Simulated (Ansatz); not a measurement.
# NbAs and the effect of the functional

The structure is tetragonal, space group I4_1md (No. 109). The conventional cell has a = 3.452 Å, b = 3.452 Å, c = 11.680 Å, α = 90.00°, β = 90.00°, γ = 90.00°. Around Nb (site symmetry 2mm) lie 6 As at 2.60 to 2.63 Å. As (site symmetry 2mm) has 6 Nb at 2.60 to 2.63 Å as nearest neighbours.

Kept alike: task band structure; k mesh 11 × 11 × 11; occupations fermi-dirac, width 0.05 eV; no spin polarisation. Program: Ansatz, Ansatz PAW. Cutoffs run from 420 to 500 eV. The mesh is that of the run's cell of 4 atoms. No spin-orbit coupling.

| run | pressure (GPa) |
| --- | --- |
| A | 3.29 |
| B | -5.54 |
| C | 1.95 |
| D | -2.34 |

Pressure is positive in compression, with a Pulay correction for the finite cutoff. For a metal such a mesh leaves the last digits unconverged. All rows use potentials made for PBE.

**Question.** The runs differ in the functional (and the cutoff that goes with it) alone: LDA; PBE; PBEsol; r2SCAN. Which run is which?

**Answer.** Run A is PBE; run B is LDA; run C is r2SCAN; run D is PBEsol. The pressure runs from -5.54 (LDA) to 3.29 GPa (PBE). From PBE: LDA -8.83; PBEsol -5.63; r2SCAN -1.34. A positive pressure means that the functional's own cell is larger than the one given, a negative one that it is smaller.

At the same cell, LDA pulls the lattice inwards most strongly and PBEsol less so, while r2SCAN and PBE push it outwards. This is the familiar order of binding strength in solids. Gradient corrections to exchange favour the more inhomogeneous density of separated atoms, and so weaken the Nb–As bonds, which are formed largely from Nb 4d and As 4p states. PBE applies this correction at a strength suited to atoms, whereas PBEsol reduces it to suit the slowly varying densities of solids and therefore lies closer to LDA. r2SCAN also uses the kinetic-energy density, which lets it tell covalent from metallic regions, and this probably explains why it expands the lattice less than PBE.

PBEsol and r2SCAN miss zero pressure by similar amounts in opposite directions, so the data give little ground for preferring either. A single pressure also fixes neither the equilibrium volume, which requires the compressibility, nor the way the strain would divide between a and c.
